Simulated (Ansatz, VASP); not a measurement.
# Be in VASP and in Ansatz

```
Be
1.0
     0.00000    1.55349    1.55349
     1.55349    0.00000    1.55349
     1.55349    1.55349    0.00000
Be
1
Direct
  0.00000 0.00000 0.00000
```

Alike in both runs: functional LDA; k mesh 22 × 22 × 22; occupations fermi-dirac, width 0.05 eV; no spin polarisation.

Ansatz relaxed the structure, and its values are those at the end. VASP's run is a single point on that final structure, the one shown.

|  | VASP | Ansatz |
| --- | --- | --- |
| version | VASP 6.6.1 | Ansatz 0.2.0 |
| potentials or method | VASP PAW LDA potentials, release 64 (Be) | PAW with Ansatz's default frozen-core files, scalar-relativistic |
| plane-wave cutoff (eV) | 520 | 420 |
| valence electrons in the cell | 2 | 2 |

Ansatz gave:

- pressure (GPa): 0.0

Problem. Which values does VASP return?

Solution. Pressure (GPa): 0.5.
